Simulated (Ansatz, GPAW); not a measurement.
# Ballistic transport through ethane-1,2-dithiol between two Al chains, from relaxation to T(E), part 3 of 4

Wanted: T(E) of ethane-1,2-dithiol between two Al chains at a relaxed geometry in two programs, beside the unrelaxed structure.

GPAW 26.7.0 and Ansatz 0.2.0; Ansatz plane waves; relaxation of the junction with the lead ends held (the session's first sound run).

So far, open channels of the lead at the Fermi level (one spin): step 3 (plane waves, PBE) 2.

### Step 4. Double-zeta polarised basis

Localised orbitals split the wire into layers that couple to their neighbours alone, which is what the Green's function method needs; double zeta with polarisation is the usual level for numbers.

This step: GPAW LCAO, PAW setups; Landauer transmission from Green's functions with principal layers (ASE), zero bias (GPAW 26.7.0).

run.py

```python
import json
import numpy as np
from ase import Atoms
from ase.transport.calculators import TransportCalculator
from gpaw import GPAW, FermiDirac
from gpaw.lcao.tools import get_lcao_hamiltonian
from scipy.linalg import eigh

# The junction with lead layers at both ends, along the third cell vector
device = Atoms(
    ['Al', 'Al', 'Al', 'Al', 'Al', 'Al', 'Al', 'S', 'H', 'H', 'C', 'C', 'H', 'H', 'S', 'Al', 'Al', 'Al', 'Al', 'Al', 'Al', 'Al'],
    positions=[
        [4.67945, 4.50000, 1.20000],
        [4.67945, 4.50000, 3.60000],
        [4.67945, 4.50000, 6.00000],
        [4.67945, 4.50000, 8.40000],
        [4.67945, 4.50000, 10.80000],
        [4.53144, 3.02830, 12.88256],
        [4.58401, 4.28832, 15.16294],
        [4.28383, 3.36748, 17.16912],
        [6.08327, 3.99035, 19.43918],
        [4.82097, 5.62293, 17.99666],
        [4.32136, 4.74079, 18.41753],
        [5.04541, 4.25920, 19.67128],
        [4.54587, 3.37668, 20.09158],
        [3.28331, 5.00933, 18.64905],
        [5.08412, 5.63157, 20.91979],
        [4.77606, 4.71206, 22.92530],
        [4.83122, 5.96944, 25.20684],
        [4.67945, 4.50000, 27.29057],
        [4.67945, 4.50000, 29.69057],
        [4.67945, 4.50000, 32.09057],
        [4.67945, 4.50000, 34.49057],
        [4.67945, 4.50000, 36.89057]],
    cell=[[9.3589, 0.0, 0.0], [0.0, 9.0, 0.0], [0.0, 0.0, 38.09057]],
    pbc=True)

# One principal layer of the lead: the first 4 atoms of the device
lead = Atoms(
    ['Al', 'Al', 'Al', 'Al'],
    positions=[
        [4.67945, 4.50000, 1.20000],
        [4.67945, 4.50000, 3.60000],
        [4.67945, 4.50000, 6.00000],
        [4.67945, 4.50000, 8.40000]],
    cell=[[9.3589, 0.0, 0.0], [0.0, 9.0, 0.0], [0.0, 0.0, 9.6]],
    pbc=True)

settings = dict(mode='lcao', basis='dzp', xc='PBE', h=0.2,
                occupations=FermiDirac(0.1), maxiter=250,
                mixer=dict(beta=0.1, nmaxold=8, weight=100.0),
                convergence=dict(density=0.0001))
energies = np.arange(-2, 2 + 1e-9, 0.025)
eta = 0.0001
n1, n2 = 1, 1
# k and -k transmit alike, so half of the mesh across the current serves
mesh = [(i, j) for i in range(n1) for j in range(n2) if (i, j) <= (-i % n1, -j % n2)]
weights = np.array([1 if (i, j) == (-i % n1, -j % n2) else 2 for i, j in mesh]) / (n1 * n2)

# [... helper functions left out ...]
fermi_lead = ground_state(lead, (1, 1, 12), 'lead.txt')
fermi_device = ground_state(device, (1, 1, 2), 'device.txt')
# [... loop over the mesh left out, but for ...]
        # Shift the lead onto the potential of the device's first layer
        shift = ((H[:, 0, 0] - H0[:, 0, 0]) / S0[0, 0]).real.mean()
# [...]
kT = 8.617333e-5 * 300
bias = [0.1, 0.2, 0.5, 1.0, 1.5, 2.0]
# [... integrals and printing left out ...]
```

The run is started by

```sh
> OMP_NUM_THREADS=1 OPENBLAS_NUM_THREADS=1 python run.py
```

Numbers of over 12 decimals in the logs are rounded to 6 here.

Log:

```text
basis functions: device 254, principal layer 52
Fermi level: lead -3.1673 eV, device -2.9490 eV; lead shifted by 0.0148 eV
largest coupling past the next layer 1.11e-15 eV, largest misfit of the first layer 0.040 eV
  E-E_F (eV)   T (one spin)  channels
    -2.000    5.4810e-03    1.0000
    -1.975    6.9500e-03    1.0000
    -1.950    8.4421e-03    1.0000
    -1.925    9.9955e-03    1.0000
    -1.900    1.1647e-02    1.0000
    -1.875    1.3431e-02    1.0000
    -1.850    1.5380e-02    1.0000
    -1.825    1.7523e-02    1.0000
    -1.800    1.9878e-02    1.0000
    -1.775    2.2448e-02    1.0000
    -1.750    2.5203e-02    1.0000
    -1.725    2.8057e-02    1.0000
    -1.700    3.0845e-02    1.0000
    -1.675    3.3282e-02    1.0000
    -1.650    3.4952e-02    1.0000
    -1.625    3.5336e-02    1.0000
[...]
1.825    4.0690e-02    3.0000
     1.850    4.3964e-02    3.0000
     1.875    4.7631e-02    3.0000
     1.900    5.1724e-02    3.0000
     1.925    5.6280e-02    3.0000
     1.950    6.1339e-02    3.0000
     1.975    6.6947e-02    3.0000
     2.000    7.3152e-02    3.0000
conductance at 300 K: 0.002217 G0 a cell; thermopower -25.84 uV/K
current from the zero-bias T(E) at 0.1 V: 0.017155 uA
current from the zero-bias T(E) at 0.2 V: 0.034191 uA
current from the zero-bias T(E) at 0.5 V: 0.084683 uA
current from the zero-bias T(E) at 1.0 V: 0.18267 uA
current from the zero-bias T(E) at 1.5 V: 0.3499 uA
current from the zero-bias T(E) at 2.0 V: 0.64826 uA
```

Run time: 2.1 min. Hardware: 1 thread of Arm Neoverse V1, shared host; peak memory 1.3 GiB.

Numbers from this step:

```yaml
conductance: 0.002217 G₀
thermopower: -25.84 μV/K
largest_coupling_past_the_next_principal_layer: 1.11e-15 eV
largest_misfit_of_the_first_principal_layer: 0.03988 eV
shift_that_aligns_the_lead: 0.01477 eV
basis_functions_of_the_junction: 254
basis_functions_of_a_principal_layer: 52
transmission_at_the_fermi_level_one_spin: 0.002228
```

One spin. The transmission, zone mean by energy, zero at the Fermi level:

energy (eV), transmission, zone mean and a bar:
```
   -2.000     0.0055 ##
   -1.800     0.0199 ########
   -1.625     0.0353 ##############
   -1.600     0.0339 ##############
   -1.400     0.0007 
   -1.200     0.0000 
   -1.000     0.0000 
   -0.800     0.0000 
   -0.600     0.0000 
   -0.400     0.0000 
   -0.200     0.0007 
    0.000     0.0022 #
    0.200     0.0036 #
    0.400     0.0050 ##
    0.600     0.0080 ###
    0.800     0.0127 #####
    1.000     0.0205 ########
    1.200     0.0234 ##########
    1.400     0.0230 #########
    1.600     0.0247 ##########
    1.800     0.0378 ###############
    2.000     0.0732 ##############################
```

Crossings of the lead's bands, unfolded to its shortest repeat. Table of open channels, zone mean by energy, zero at the Fermi level:

| energy (eV) | open channels, zone mean |
| --- | --- |
| -2.000 | 1 |
| -1.800 | 1 |
| -1.600 | 1 |
| -1.400 | 1 |
| -1.200 | 0 |
| -1.000 | 0 |
| -0.800 | 0 |
| -0.600 | 0 |
| -0.400 | 0 |
| -0.200 | 2 |
| 0.000 | 2 |
| 0.200 | 2 |
| 0.400 | 2 |
| 0.600 | 2 |
| 0.800 | 2 |
| 1.000 | 3 |
| 1.200 | 3 |
| 1.400 | 3 |
| 1.600 | 3 |
| 1.800 | 3 |
| 2.000 | 3 |

Not self-consistent under bias; the bias window is split evenly. Table of current through one cell, from the zero-bias transmission by bias:

| bias (V) | current through one cell, from the zero-bias transmission (μA) |
| --- | --- |
| 0.100 | 0.0172 |
| 0.200 | 0.0342 |
| 0.500 | 0.0847 |
| 1.000 | 0.183 |
| 1.500 | 0.350 |
| 2.000 | 0.648 |

Table of transmission of the three most open eigenchannels by energy, zero at the Fermi level:

| energy (eV) | channel 1 | channel 2 | channel 3 |
| --- | --- | --- | --- |
| -2.000 | 0.00548 | 0 | 0 |
| -1.900 | 0.0116 | 0 | 0 |
| -1.800 | 0.0199 | 0 | 0 |
| -1.700 | 0.0308 | 0 | 0 |
| -1.600 | 0.0339 | 0 | 0 |
| -1.500 | 0.0128 | 0 | 0 |
| -1.400 | 7.0e-4 | 0 | 0 |
| -1.300 | 3.7e-6 | 0 | 0 |
| -1.200 | 6.9e-12 | 0 | 0 |
| -1.100 | 3.0e-12 | 0 | 0 |
| -1.000 | 2.6e-12 | 0 | 0 |
| -0.900 | 3.9e-12 | 0 | 0 |
| -0.800 | 2.0e-11 | 0 | 0 |
| -0.700 | 1.4e-9 | 0 | 0 |
| -0.600 | 0 | 0 | 0 |
| -0.500 | 0 | 0 | 0 |
| -0.400 | 2.6e-11 | 1.2e-12 | 0 |
| -0.300 | 3.0e-4 | 3.3e-6 | 4.1e-12 |
| -0.200 | 7.3e-4 | 1.1e-5 | 2.7e-12 |
| -0.100 | 0.00139 | 1.8e-5 | 2.5e-12 |
| 0.000 | 0.00221 | 1.4e-5 | 3.7e-12 |
| 0.100 | 0.00296 | 2.7e-6 | 2.0e-11 |
| 0.200 | 0.00356 | 4.5e-6 | 1.4e-11 |
| 0.300 | 0.00410 | 6.8e-5 | 1.2e-12 |
| 0.400 | 0.00472 | 3.0e-4 | 0 |
| 0.500 | 0.00539 | 8.8e-4 | 0 |
| 0.600 | 0.00599 | 0.00199 | 0 |
| 0.700 | 0.00640 | 0.00373 | 0 |
| 0.800 | 0.00705 | 0.00562 | 1.1e-12 |
| 0.900 | 0.00984 | 0.00584 | 1.3e-11 |
| 1.000 | 0.0149 | 0.00554 | 4.7e-5 |
| 1.100 | 0.0170 | 0.00540 | 1.1e-4 |
| 1.200 | 0.0180 | 0.00524 | 1.7e-4 |
| 1.300 | 0.0183 | 0.00500 | 2.1e-4 |
| 1.400 | 0.0181 | 0.00466 | 2.2e-4 |
| 1.500 | 0.0185 | 0.00433 | 1.8e-4 |
| 1.600 | 0.0204 | 0.00417 | 1.1e-4 |
| 1.700 | 0.0249 | 0.00428 | 4.4e-5 |
| 1.800 | 0.0331 | 0.00467 | 1.0e-5 |
| 1.900 | 0.0464 | 0.00534 | 5.9e-7 |
| 2.000 | 0.0669 | 0.00630 | 6.8e-7 |

At the Fermi level T is 0.00223 against 0.00329 in plane waves. Couplings past the next layer reach 1.1e-15 eV, small enough to drop; the matrix elements of the cell's first layer differ from the bulk lead's by up to 0.040 eV. That layer keeps its own values in the calculation, and only beyond it is the lead taken as perfect. The Fermi levels of lead and junction count from different zeros of potential, one for each periodic cell; with both set to zero, the small remaining shift is what aligns them. By hand: G = 0.002217 × 77.48 μS = 0.172 μS, a resistance of 5821 kΩ; at 0.1 V a linear junction would pass 0.0172 μA, and the integral over the bias window gives 0.0172 μA. Mott's formula, S = -(π²/3)(k_B²T/e) d ln T/dE, has the prefactor 7.33 μV/K·eV at 300 K; T = 0.002023 at -0.025 eV and 0.002427 at 0.025 eV give a slope of 3.64 per eV and S = -26.7 μV/K, beside -25.8 μV/K from the thermal integral, which interpolates the same grid.

### Step 5. GPAW, szp: basis = "szp(dzp)"

The second zeta is dropped, the polarisation orbitals stay.

Edit run.py of step 4 so:

```diff
@@ -48,3 +48,3 @@
 
-settings = dict(mode='lcao', basis='dzp', xc='PBE', h=0.2,
+settings = dict(mode='lcao', basis='szp(dzp)', xc='PBE', h=0.2,
                 occupations=FermiDirac(0.1), maxiter=250,
```

Log:

```text
basis functions: device 178, principal layer 36
Fermi level: lead -3.6278 eV, device -3.3198 eV; lead shifted by 0.0208 eV
largest coupling past the next layer 1.11e-15 eV, largest misfit of the first layer 0.050 eV
  E-E_F (eV)   T (one spin)  channels
    -2.000    3.5467e-03    1.0000
    -1.975    4.8532e-03    1.0000
    -1.950    6.2126e-03    1.0000
[...]
1.975    1.4540e-01    3.0000
     2.000    1.5938e-01    3.0000
conductance at 300 K: 0.0029085 G0 a cell; thermopower -26.87 uV/K
current from the zero-bias T(E) at 0.1 V: 0.022487 uA
current from the zero-bias T(E) at 0.2 V: 0.044723 uA
current from the zero-bias T(E) at 0.5 V: 0.10992 uA
current from the zero-bias T(E) at 1.0 V: 0.23787 uA
current from the zero-bias T(E) at 1.5 V: 0.48004 uA
current from the zero-bias T(E) at 2.0 V: 1.0032 uA
```

Wall time 1.9 min (1 thread); peak memory 1.3 GiB.

This step gave:

```yaml
conductance: 0.002908 G₀
thermopower: -26.87 μV/K
largest_misfit_of_the_first_principal_layer: 0.04988 eV
shift_that_aligns_the_lead: 0.02081 eV
basis_functions_of_the_junction: 178
basis_functions_of_a_principal_layer: 36
transmission_at_the_fermi_level_one_spin: 0.002930
```

One spin. The transmission, zone mean by energy, zero at the Fermi level:

| energy (eV) | transmission, zone mean |
| --- | --- |
| -2.000 | 0.00355 |
| -1.900 | 0.00916 |
| -1.800 | 0.0161 |
| -1.700 | 0.0210 |
| -1.600 | 0.0130 |
| -1.500 | 0.00186 |
| -1.400 | 6.3e-6 |
| -1.300 | 4.5e-12 |
| -1.200 | 2.3e-12 |
| -1.100 | 1.9e-12 |
| -1.000 | 2.6e-12 |
| -0.900 | 6.9e-12 |
| -0.800 | 1.5e-10 |
| -0.700 | 2.0e-9 |
| -0.600 | 0 |
| -0.500 | 0 |
| -0.400 | 1.6e-12 |
| -0.300 | 3.7e-4 |
| -0.200 | 9.2e-4 |
| -0.100 | 0.00179 |
| 0.000 | 0.00293 |
| 0.100 | 0.00391 |
| 0.200 | 0.00462 |
| 0.300 | 0.00539 |
| 0.400 | 0.00658 |
| 0.500 | 0.00842 |
| 0.600 | 0.0111 |
| 0.700 | 0.0149 |
| 0.800 | 0.0235 |
| 0.900 | 0.0291 |
| 1.000 | 0.0335 |
| 1.100 | 0.0373 |
| 1.200 | 0.0402 |
| 1.300 | 0.0421 |
| 1.400 | 0.0433 |
| 1.500 | 0.0453 |
| 1.600 | 0.0503 |
| 1.700 | 0.0608 |
| 1.800 | 0.0798 |
| 1.900 | 0.111 |
| 2.000 | 0.159 |

The conductance, 0.00291 G₀, lies 31 % above that of the dzp run.

### Step 6. GPAW, sz: basis = "sz(dzp)"

The minimal basis is the cheapest rung: no second zeta and no polarisation.

Edit run.py of step 5 so:

```diff
@@ -48,3 +48,3 @@
 
-settings = dict(mode='lcao', basis='szp(dzp)', xc='PBE', h=0.2,
+settings = dict(mode='lcao', basis='sz(dzp)', xc='PBE', h=0.2,
                 occupations=FermiDirac(0.1), maxiter=250,
```

Log:

```text
basis functions: device 76, principal layer 16
Fermi level: lead -3.8771 eV, device -3.5178 eV; lead shifted by 0.0275 eV
largest coupling past the next layer 1.12e-15 eV, largest misfit of the first layer 0.069 eV
  E-E_F (eV)   T (one spin)  channels
    -2.000    8.2739e-03    1.0000
    -1.975    1.0952e-02    1.0000
    -1.950    1.4214e-02    1.0000
[...]
1.975    6.0162e-02    3.0000
     2.000    6.4543e-02    3.0000
conductance at 300 K: 0.0035284 G0 a cell; thermopower -27.8 uV/K
current from the zero-bias T(E) at 0.1 V: 0.027312 uA
current from the zero-bias T(E) at 0.2 V: 0.054489 uA
current from the zero-bias T(E) at 0.5 V: 0.13536 uA
current from the zero-bias T(E) at 1.0 V: 0.28326 uA
current from the zero-bias T(E) at 1.5 V: 0.51627 uA
current from the zero-bias T(E) at 2.0 V: 0.89144 uA
```

Wall time 79 s (1 thread); peak memory 1.2 GiB.

This step gave:

```yaml
conductance: 0.003528 G₀
thermopower: -27.80 μV/K
largest_coupling_past_the_next_principal_layer: 1.12e-15 eV
largest_misfit_of_the_first_principal_layer: 0.06939 eV
shift_that_aligns_the_lead: 0.02750 eV
basis_functions_of_the_junction: 76
basis_functions_of_a_principal_layer: 16
transmission_at_the_fermi_level_one_spin: 0.003542
```

One spin. The transmission, zone mean by energy, zero at the Fermi level:

| energy (eV) | transmission, zone mean |
| --- | --- |
| -2.000 | 0.00827 |
| -1.900 | 0.0236 |
| -1.800 | 0.0725 |
| -1.725 | 0.175 |
| -1.700 | 1.5e-6 |
| -1.600 | 7.1e-11 |
| -1.500 | 1.8e-12 |
| -1.400 | 0 |
| -1.300 | 0 |
| -1.200 | 0 |
| -1.100 | 0 |
| -1.000 | 0 |
| -0.900 | 2.8e-12 |
| -0.800 | 5.2e-10 |
| -0.700 | 6.8e-11 |
| -0.600 | 0 |
| -0.500 | 0 |
| -0.400 | 2.1e-10 |
| -0.300 | 6.0e-4 |
| -0.200 | 0.00117 |
| -0.100 | 0.00217 |
| 0.000 | 0.00354 |
| 0.100 | 0.00482 |
| 0.200 | 0.00574 |
| 0.300 | 0.00652 |
| 0.400 | 0.00749 |
| 0.500 | 0.00884 |
| 0.600 | 0.0106 |
| 0.700 | 0.0148 |
| 0.800 | 0.0178 |
| 0.900 | 0.0200 |
| 1.000 | 0.0221 |
| 1.100 | 0.0239 |
| 1.200 | 0.0256 |
| 1.300 | 0.0269 |
| 1.400 | 0.0280 |
| 1.500 | 0.0290 |
| 1.600 | 0.0307 |
| 1.700 | 0.0339 |
| 1.800 | 0.0398 |
| 1.900 | 0.0495 |
| 2.000 | 0.0645 |

The conductance, 0.00353 G₀, lies 59 % above that of the dzp run.

### Step 7. RPBE in the dzp basis: xc = "RPBE"

Back in the dzp basis, the functional changes from PBE to RPBE, to set the spread between functionals beside that between bases.

Edit run.py of step 6 so:

```diff
@@ -48,3 +48,3 @@
 
-settings = dict(mode='lcao', basis='sz(dzp)', xc='PBE', h=0.2,
+settings = dict(mode='lcao', basis='dzp', xc='RPBE', h=0.2,
                 occupations=FermiDirac(0.1), maxiter=250,
```

Log:

```text
basis functions: device 254, principal layer 52
Fermi level: lead -3.1120 eV, device -2.8913 eV; lead shifted by 0.0130 eV
largest coupling past the next layer 1.11e-15 eV, largest misfit of the first layer 0.039 eV
  E-E_F (eV)   T (one spin)  channels
    -2.000    6.6531e-03    1.0000
    -1.975    8.0679e-03    1.0000
    -1.950    9.5144e-03    1.0000
[...]
1.975    5.6310e-02    3.0000
     2.000    6.1517e-02    3.0000
conductance at 300 K: 0.0019783 G0 a cell; thermopower -25.78 uV/K
current from the zero-bias T(E) at 0.1 V: 0.015313 uA
current from the zero-bias T(E) at 0.2 V: 0.030553 uA
current from the zero-bias T(E) at 0.5 V: 0.076121 uA
current from the zero-bias T(E) at 1.0 V: 0.16637 uA
current from the zero-bias T(E) at 1.5 V: 0.32164 uA
current from the zero-bias T(E) at 2.0 V: 0.58558 uA
```

Elapsed: 2.5 min, on 1 thread; peak memory 1.3 GiB.

Numbers from this step:

```yaml
conductance: 0.001978 G₀
thermopower: -25.78 μV/K
largest_coupling_past_the_next_principal_layer: 1.11e-15 eV
largest_misfit_of_the_first_principal_layer: 0.03898 eV
shift_that_aligns_the_lead: 0.01303 eV
basis_functions_of_the_junction: 254
basis_functions_of_a_principal_layer: 52
transmission_at_the_fermi_level_one_spin: 0.001986
```

The conductance, 0.00198 G₀, lies 11 % below that of the dzp run.

### Step 8. The structure as built: geometry = "as built"

The dzp basis with PBE on the structure as first built shows what the relaxation was worth.

Edit run.py of step 7 so:

```diff
@@ -17,14 +17,14 @@
         [4.67945, 4.50000, 10.80000],
-        [4.53144, 3.02830, 12.88256],
-        [4.58401, 4.28832, 15.16294],
-        [4.28383, 3.36748, 17.16912],
-        [6.08327, 3.99035, 19.43918],
-        [4.82097, 5.62293, 17.99666],
-        [4.32136, 4.74079, 18.41753],
-        [5.04541, 4.25920, 19.67128],
-        [4.54587, 3.37668, 20.09158],
-        [3.28331, 5.00933, 18.64905],
-        [5.08412, 5.63157, 20.91979],
-        [4.77606, 4.71206, 22.92530],
-        [4.83122, 5.96944, 25.20684],
+        [4.67945, 4.50000, 13.20000],
+        [4.67945, 4.50000, 15.60000],
+        [3.57426, 3.68457, 17.31861],
+        [6.10890, 4.66504, 18.49210],
+        [3.80716, 5.69437, 18.60243],
+        [3.96286, 4.63296, 18.82242],
+        [5.39604, 4.36703, 19.26815],
+        [5.55174, 3.30563, 19.48814],
+        [3.25000, 4.33495, 19.59846],
+        [5.78464, 5.31542, 20.77195],
+        [4.67945, 4.50000, 22.49057],
+        [4.67945, 4.50000, 24.89057],
         [4.67945, 4.50000, 27.29057],
@@ -48,3 +48,3 @@
 
-settings = dict(mode='lcao', basis='dzp', xc='RPBE', h=0.2,
+settings = dict(mode='lcao', basis='dzp', xc='PBE', h=0.2,
                 occupations=FermiDirac(0.1), maxiter=250,
```

Log:

```text
basis functions: device 254, principal layer 52
Fermi level: lead -3.1673 eV, device -2.9875 eV; lead shifted by -0.0028 eV
largest coupling past the next layer 1.11e-15 eV, largest misfit of the first layer 0.020 eV
  E-E_F (eV)   T (one spin)  channels
    -2.000    4.7610e-05    1.0000
    -1.975    2.6267e-05    1.0000
    -1.950    1.2007e-05    1.0000
[...]
1.975    6.2338e-02    3.0000
     2.000    6.3552e-02    3.0000
conductance at 300 K: 0.090021 G0 a cell; thermopower -0.6447 uV/K
current from the zero-bias T(E) at 0.1 V: 0.6935 uA
current from the zero-bias T(E) at 0.2 V: 1.3638 uA
current from the zero-bias T(E) at 0.5 V: 3.072 uA
current from the zero-bias T(E) at 1.0 V: 4.7358 uA
current from the zero-bias T(E) at 1.5 V: 5.8646 uA
current from the zero-bias T(E) at 2.0 V: 6.6399 uA
```

The job ended after 1.9 min (1 thread; peak memory 1.3 GiB).

This step gave:

```yaml
conductance: 0.09002 G₀
largest_misfit_of_the_first_principal_layer: 0.01964 eV
shift_that_aligns_the_lead: -0.002758 eV
transmission_at_the_fermi_level_one_spin: 0.09148
```

One spin. Table of transmission, zone mean by energy, zero at the Fermi level:

| energy (eV) | transmission, zone mean |
| --- | --- |
| -2.000 | 4.8e-5 |
| -1.800 | 2.0e-5 |
| -1.600 | 1.0e-4 |
| -1.400 | 8.8e-5 |
| -1.200 | 1.3e-12 |
| -1.000 | 0 |
| -0.800 | 0 |
| -0.600 | 0 |
| -0.400 | 2.9e-4 |
| -0.200 | 0.0616 |
| 0.000 | 0.0915 |
| 0.200 | 0.0782 |
| 0.400 | 0.0675 |
| 0.600 | 0.0598 |
| 0.800 | 0.0485 |
| 1.000 | 0.0309 |
| 1.200 | 0.0353 |
| 1.400 | 0.0405 |
| 1.600 | 0.0469 |
| 1.800 | 0.0545 |
| 2.000 | 0.0636 |

The conductance, 0.0900 G₀, lies a factor of 41 above that of the dzp run.

### Step 9. The ladder

Times are wall times on the hardware named with each run. The series side by side:

| no. | run | conductance (G₀) | time | memory (GiB) |
| --- | --- | --- | --- | --- |
| 1 | pw PBE | 0.003288 | 92 s | 2.8 |
| 2 | dzp | 0.002217 | 2.1 min | 1.3 |
| 3 | szp | 0.002908 | 1.9 min | 1.3 |
| 4 | sz | 0.003528 | 79 s | 1.2 |
| 5 | dzp RPBE | 0.001978 | 2.5 min | 1.3 |
| 6 | asbuilt | 0.09002 | 1.9 min | 1.3 |

[end of part 3 of 4]

[Logs are printed without paths, hosts, clocks, repeated set-up lines and the standing remarks that a program may print on its own settings, such as how far it seeks lower states.]

[Hosts, paths, dates, database ids (printed as entryN), source tags and the programs' standing remarks are cut or masked in the printed files.]
